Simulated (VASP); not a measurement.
# SiC (P6_3mc) in VASP: notebook

The runs below take SiC through relaxation of cell and atoms, with PBE.

All numbers are computed with VASP 6.6.1; they aren't measurements. Logs are shortened: lines on timing, memory, paths and dates and some standing lists are left out, and cuts for length are marked.

### Step 1. The structure

It takes space group P6_3mc (No. 186, hexagonal). Conventional cell: a = 3.076 Å, b = 3.076 Å, c = 5.048 Å, α = 90.00°, β = 90.00°, γ = 120.00°. Si (site symmetry 3m) is surrounded by 4 C at 1.87 to 1.94 Å. C (site symmetry 3m) has 4 Si at 1.87 to 1.94 Å as nearest neighbours.

### Step 2. Relaxation of cell and atoms, PBE

Input file INCAR:

```
PREC = Accurate
ENCUT = 520
EDIFF = 1E-7
ISMEAR = 0
SIGMA = 0.02
LREAL = F
LASPH = T
NELM = 100
ALGO = Fast
ISIF = 3
LWAVE = F
LCHARG = F
GGA = PE
IBRION = 2
NSW = 80
EDIFFG = -0.002
KPAR = 4
```

Input file KPOINTS:

```
regular mesh
0
Gamma
  12 12 6
```

Input file POSCAR:

```
SiC
1.0
    3.0760000000      0.0000000000      0.0000000000
   -1.5380000000      2.6638941400      0.0000000000
    0.0000000000      0.0000000000      5.0480000000
Si C
2 2
Direct
    0.3333333300      0.6666666700      0.0000000000
    0.6666666700      0.3333333300      0.5000000000
    0.3333333300      0.6666666700      0.3850000000
    0.6666666700      0.3333333300      0.8850000000
```

Potentials or basis: VASP PAW PBE potentials, release 64 (Si, C).

Started as:

```bash
cat potpaw_PBE.64/Si/POTCAR potpaw_PBE.64/C/POTCAR > POTCAR
mpirun -np 4 vasp_std > vasp.out
```

OUTCAR:

```text
PREC = Accurate
   ENCUT = 520
   EDIFF = 1E-7
   ISMEAR = 0
   LREAL = F
   LASPH = T
   NELM = 100
   ISIF = 3
   GGA = PE
   IBRION = 2
   NSW = 80
   EDIFFG = -0.002

 ion  position               nearest neighbor table
   1  0.333  0.667  0.000-   4 1.87   4 1.87   4 1.87   3 1.94   2 3.09   2 3.09   2 3.09   2 3.09
                             2 3.09   2 3.09
   2  0.667  0.333  0.500-   3 1.87   3 1.87   3 1.87   4 1.94   1 3.09   1 3.09   1 3.09   1 3.09
                             1 3.09   1 3.09
   3  0.333  0.667  0.385-   2 1.87   2 1.87   2 1.87   1 1.94
   4  0.667  0.333  0.885-   1 1.87   1 1.87   1 1.87   2 1.94

  LATTYP: Found a hexagonal cell.
 ALAT       =     3.0760000000
 C/A-ratio  =     1.6410923277

  Lattice vectors:

 A1 = (   3.0760000000,   0.0000000000,   0.0000000000)
 A2 = (  -1.5380000000,   2.6638941400,   0.0000000000)
 A3 = (   0.0000000000,   0.0000000000,   5.0480000000)

Analysis of symmetry for initial positions (statically):
=====================================================================
 Subroutine PRICEL returns:
 Original cell was already a primitive cell.

 Routine SETGRP: Setting up the symmetry group for a
 hexagonal supercell.

 Subroutine GETGRP returns: Found 12 space group operations
 (whereof  6 operations were pure point group operations)
 out of a pool of 24 trial point group operations.

The static configuration has the point symmetry C_3v.
 The point group associated with its full space group is C_6v.

Analysis of symmetry for dynamics (positions and initial velocities):
=====================================================================
 Subroutine PRICEL returns:
 Original cell was already a primitive cell.

 Routine SETGRP: Setting up the symmetry group for a
 hexagonal supercell.

 Subroutine GETGRP returns: Found 12 space group operations
 (whereof  6 operations were pure point group operations)
 out of a pool of 24 trial point group operations.

The dynamic configuration has the point symmetry C_3v.
 The point group associated with its full space group is C_6v.

 Subroutine INISYM returns: Found 12 space group operations
 (whereof  6 operations are pure point group operations),
 and found     1 'primitive' translations

----------------------------------------------------------------------------------------

                                     Primitive cell

  volume of cell :      41.3640

  direct lattice vectors                    reciprocal lattice vectors
     3.076000000  0.000000000  0.000000000     0.325097529  0.187695146  0.000000000
    -1.538000000  2.663894140  0.000000000     0.000000000  0.375390292  0.000000000
     0.000000000  0.000000000  5.048000000     0.000000000  0.000000000  0.198098257

  length of vectors
     3.076000000  3.075999998  5.048000000     0.375390292  0.375390292  0.198098257

  position of ions in fractional coordinates (direct lattice)
     0.333333330  0.666666670  0.000000000
     0.666666670  0.333333330  0.500000000
     0.333333330  0.666666670  0.385000000
     0.666666670  0.333333330  0.885000000

  ion indices of the primitive-cell ions
   primitive index   ion index
                 1           1
                 2           2
                 3           3
                 4           4

----------------------------------------------------------------------------------------

 KPOINTS: regular mesh

Automatic generation of k-mesh.
 Grid dimensions read from file:
 generate k-points for:   12   12    6

 Generating k-lattice:

  Cartesian coordinates                     Fractional coordinates (reciprocal lattice)
     0.027091461  0.015641262  0.000000000     0.083333333  0.000000000  0.000000000
     0.000000000  0.031282524  0.000000000     0.000000000  0.083333333  0.000000000
     0.000000000  0.000000000  0.033016376     0.000000000  0.000000000  0.166666667

  Length of vectors
     0.031282524  0.031282524  0.033016376

  Shift w.r.t. Gamma in fractional coordinates (k-lattice)
     0.000000000  0.000000000  0.000000000

 Subroutine IBZKPT returns following result:
 ===========================================

 Found     76 irreducible k-points:

 Following reciprocal coordinates:
            Coordinates               Weight
  0.000000  0.000000  0.000000      1.000000
  0.083333 -0.000000  0.000000      6.000000
  0.166667 -0.000000  0.000000      6.000000
  0.250000  0.000000  0.000000      6.000000
  0.333333  0.000000  0.000000      6.000000
  0.416667 -0.000000  0.000000      6.000000
[... 16 lines left out ...]
  0.250000  0.000000  0.166667     12.000000
  0.333333  0.000000  0.166667     12.000000
 [... further k-points ...]
   k-points           NKPTS =     76   k-points in BZ     NKDIM =     76   number of bands    NBANDS=     12
   number of dos      NEDOS =    301   number of ions     NIONS =      4
   total plane-waves  NPLWV =  23040
   dimension x,y,z NGX =    24 NGY =   24 NGZ =   40
   dimension x,y,z NGXF=    48 NGYF=   48 NGZF=   80
   ions per type =               2   2
   NGX,Y,Z   is equivalent  to a cutoff of  12.97, 12.97, 13.17 a.u.
   NGXF,Y,Z  is equivalent  to a cutoff of  25.94, 25.94, 26.35 a.u.
 SYSTEM =  unknown system
   PREC   = accura    normal or accurate (medium, high low for compatibility)
   ISTART =      0    job   : 0-new  1-cont  2-samecut
   ICHARG =      2    charge: 1-file 2-atom 10-const
   ISPIN  =      1    spin polarized calculation?
   LNONCOLLINEAR =      F non collinear calculations
   LSORBIT =      F    spin-orbit coupling
   LASPH  =      T    aspherical Exc in radial PAW
   ENCUT  =  520.0 eV  38.22 Ry    6.18 a.u.   5.72  5.72  9.39*2*pi/ulx,y,z
   NELM   =    100;   NELMIN=  2; NELMDL= -5     # of ELM steps
   EDIFF  = 0.1E-06   stopping-criterion for ELM
   LREAL  =      F    real-space projection
   EDIFFG = -.2E-02   stopping-criterion for IOM
   NSW    =     80    number of steps for IOM
   IBRION =      2    ionic relax: 0-MD 1-quasi-New 2-CG
   NFREE  =      1    steps in history (QN), initial steepest desc. (CG)
   ISIF   =      3    stress and relaxation
   ISYM   =      2    0-nonsym 1-usesym 2-fastsym
   POTIM  = 0.5000    time-step for ionic-motion
   TEBEG  =    0.0;   TEEND  =   0.0 temperature during run
   PSTRESS=    0.0 pullay stress
   NELECT =      16.0000    total number of electrons
   NUPDOWN=      -1.0000    fix difference up-down
   EMIN   =  10.00;   EMAX   =-10.00  energy-range for DOS
   EFERMI =   0.00;   METHOD = LEGACY
   ISMEAR =     0;   SIGMA  =   0.02  broadening in eV -4-tet -1-fermi 0-gaus
   EFERMI_NEDOS =   21; number of points for ismear=-14 and -15
   IALGO  =     68    algorithm
   IMIX   =      4    mixing-type and parameters
     AMIX     =   0.40;   BMIX     =  1.00
     AMIX_MAG =   1.60;   BMIX_MAG =  1.00
  volume/ion in A,a.u.               =      10.34        69.78
  Fermi-wavevector in a.u.,A,eV,Ry     =   1.192817  2.254098 19.358549  1.422813
  Thomas-Fermi vector in A             =   2.328847
   LORBIT       =      0    0 simple, 1 ext, 2 COOP (PROOUT), +10 PAW based schemes
   GGA     = PE    functional components
   LHFCALC =     F    Hartree Fock is set to
   AEXX    =    0.0000 exact exchange contribution
   IVDW    =     0    specifies the selected vdW correction
   LEPSILON=     F    determine dielectric tensor
   LRPA    =     F    only Hartree local field effects (RPA)
 conjugate gradient relaxation of ions
 non-spin polarized calculation
 RMM-DIIS sequential band-by-band and
 Gauss-broadening in eV      SIGMA  =   0.02
  energy-cutoff  :      520.00
  volume of cell :       41.36
 maximum number of plane-waves:      1132
 NGX is ok and might be reduce to    24
   NGX = 11   NGY = 11   NGZ = 19

--------------------------------------- Ionic step        1  -------------------------------------------

 number of electron      16.0000000 magnetization

 Free energy of the ion-electron system (eV)
  ---------------------------------------------------
  ext. energy  EPLUGINS =         0.00000000
  ---------------------------------------------------
  free energy    TOTEN  =       -30.06728676 eV

  energy without entropy =      -30.06728676  energy(sigma->0) =      -30.06728676

------------------------ aborting loop because EDIFF is reached ----------------------------------------

  FORCE on cell =-STRESS in cart. coord.  units (eV):
  Direction    XX          YY          ZZ          XY          YZ          ZX
  --------------------------------------------------------------------------------------
  -------------------------------------------------------------------------------------
  Total        1.3559315      1.3559315      0.1065896      0.0000000      0.0000000     -0.0000000
  in kB       52.5201169     52.5201169      4.1285985      0.0000000      0.0000000     -0.0000000
  external PRESSURE =      36.3896108 kB  Pullay stress =       0.0000000 kB
[... 213 lines left out ...]
  energy  without entropy=      -30.1100537358  energy(sigma->0) =      -30.11005374

--------------------------------------- Ionic step        7  -------------------------------------------

 number of electron      16.0000000 magnetization

 Free energy of the ion-electron system (eV)
  ---------------------------------------------------
  ext. energy  EPLUGINS =         0.00000000
  ---------------------------------------------------
  free energy    TOTEN  =       -30.11006304 eV

  energy without entropy =      -30.11006304  energy(sigma->0) =      -30.11006304

 E-fermi :   8.2122     XC(G=0): -11.2834

 val. band max:        8.0862160523   @ k =   0.0000   0.0000   0.0000
 cond. band min:      10.3889318627   @ k =   0.3333   0.3333   0.0000
 fundamental gap:      2.3027158103
 Fermi energy:         8.2122314604

 k-point     1 :       0.0000    0.0000    0.0000
  band No.  band energies     occupation
      1      -7.3607      2.00000
      2      -3.8512      2.00000
      3      -0.5235      2.00000
      4       6.7769      2.00000
      5       6.7769      2.00000
      6       7.9758      2.00000
      7       8.0862      2.00000
      8       8.0862      2.00000
      9      12.7620      0.00000
     10      14.1323      0.00000
     11      14.6618      0.00000
     12      14.6618      0.00000
[... 331 lines left out ...]
 k-point    24 :       0.3333    0.0000    0.1667
  band No.  band energies     occupation
      1      -5.4102      2.00000
      2      -2.8940      2.00000
      3       0.8028      2.00000
      4       2.5096      2.00000
      5       3.3315      2.00000
      6       5.2643      2.00000
      7       6.4964      2.00000
      8       6.9882      2.00000
      9      11.4365      0.00000
     10      12.5436      0.00000
     11      14.8155      0.00000
     12      15.8462      0.00000

 [... further k-points ...]

------------------------ aborting loop because EDIFF is reached ----------------------------------------

  FORCE on cell =-STRESS in cart. coord.  units (eV):
  Direction    XX          YY          ZZ          XY          YZ          ZX
  --------------------------------------------------------------------------------------
  -------------------------------------------------------------------------------------
  Total       -0.0001561     -0.0001561     -0.0013462      0.0000000      0.0000000      0.0000000
  in kB       -0.0059552     -0.0059552     -0.0513494      0.0000000      0.0000000      0.0000000
  external PRESSURE =      -0.0210866 kB  Pullay stress =       0.0000000 kB
[... 19 lines left out ...]
  FREE ENERGIE OF THE ION-ELECTRON SYSTEM (eV)
  ---------------------------------------------------
  free  energy   TOTEN  =       -30.1100630386 eV

  energy  without entropy=      -30.1100630386  energy(sigma->0) =      -30.11006304

 reached required accuracy - stopping structural energy minimisation
```

It took 26 s on 4 MPI ranks of Intel Xeon Platinum 8488C (Sapphire Rapids), shared host; peak memory 0.17 GiB.

What came out:

| Property | Result |
| --- | --- |
| Free energy | -30.1101 eV |
| Relaxed volume | 10.50 Å³/atom |
| Relaxed cell | a = 3.092 Å, b = 3.092 Å, c = 5.074 Å, α = 90.00°, β = 90.00°, γ = 120.00° |
| Space group after relaxing (to 0.05 Å) | P6_3mc (No. 186) |
| Energy gained by relaxing | 10.7 meV/atom |
| Ionic steps | 7 |
| Pressure after relaxing | 0.0 GPa |
| Band gap on the k mesh | 2.30 eV, indirect (least direct gap 3.94 eV) |

Step by step:
| step | energy change (eV) | largest force (eV/Å) | pressure (GPa) | volume (Å³) |
| --- | --- | --- | --- | --- |
| 1 | 0.0000 | 0.7527 | 3.64 | 41.36 |
| 2 | -0.0031 | 0.6251 | -3.55 | 42.78 |
| 3 | -0.0397 | 0.0848 | -0.46 | 42.09 |
| 4 | -0.0427 | 0.0261 | 0.06 | 41.99 |
| 5 | -0.0428 | 0.0125 | 0.00 | 42.00 |
| 6 | -0.0428 | 0.0113 | 0.00 | 42.00 |
| 7 | -0.0428 | 0.0001 | 0.00 | 42.00 |

Final structure:
```xyz
4
Lattice="3.0917 0.0000 0.0000 -1.5459 2.6775 0.0000 0.0000 0.0000 5.0741" Properties=species:S:1:pos:R:3 pbc="T T T"
Si    0.0000    1.7850    0.0233
Si    1.5459    0.8925    2.5603
C     0.0000    1.7850    1.9303
C     1.5459    0.8925    4.4673
```

A k mesh can miss the band edges. PBE usually gives volumes a little too large and moduli too small.

### Step 3. Relaxation of cell and atoms, PBE

This run uses another cell than the first one, of 10.50 Å³/atom, 1.015 times its volume.

INCAR is that of step 2.

KPOINTS is that of step 2.

Input file POSCAR:

```
SiC                                     
1.0
    3.0917098435      0.0000000000     -0.0000000000
   -1.5458549217      2.6774992635      0.0000000000
    0.0000000000      0.0000000000      5.0740842051
  Si              C             
     2     2
Direct
     0.3333333300000021    0.6666666699999979    0.0045838175766696
     0.6666666699999979    0.3333333300000021    0.5045838175766696
     0.3333333300000021    0.6666666699999979    0.3804161824233284
     0.6666666699999979    0.3333333300000021    0.8804161824233284
```

Potentials or basis: VASP PAW PBE potentials, release 64 (Si, C).

Started as:

```bash
cat potpaw_PBE.64/Si/POTCAR potpaw_PBE.64/C/POTCAR > POTCAR
mpirun -np 4 vasp_std > vasp.out
```

It took 7.8 s on 4 MPI ranks of Intel Xeon Platinum 8488C (Sapphire Rapids), shared host; peak memory 0.16 GiB.

The run converged. Its results:

```
Free energy             : -30.1103 eV
Pressure after relaxing : 0.0 GPa
Band gap on the k mesh  : 2.30 eV, indirect (least direct gap 3.94 eV)
```

Final structure:
```xyz
4
Lattice="3.0917 0.0000 0.0000 -1.5459 2.6775 0.0000 0.0000 0.0000 5.0741" Properties=species:S:1:pos:R:3 pbc="T T T"
Si    0.0000    1.7850    0.0233
Si    1.5459    0.8925    2.5603
C     0.0000    1.7850    1.9303
C     1.5459    0.8925    4.4673
```

Levels at points of the mesh, in eV from the valence-band top:
```csv
k point,band 5,band 6,band 7,band 8,band 9,band 10,band 11,band 12
"(0.00, 0.00, 0.00)",-1.31,-0.11,0.00,0.00,4.68,6.05,6.58,6.58
"(0.50, 0.00, 0.00)",-5.38,-3.29,-3.24,-1.19,2.75,4.21,6.76,7.07
"(0.00, 0.00, 0.50)",-0.71,-0.71,-0.71,-0.71,5.77,5.77,7.27,7.27
"(0.50, 0.00, 0.50)",-2.42,-2.42,-2.31,-2.31,3.25,3.25,5.19,5.19
```

Caveat: the relaxation stopped at its first step, so nothing moved.
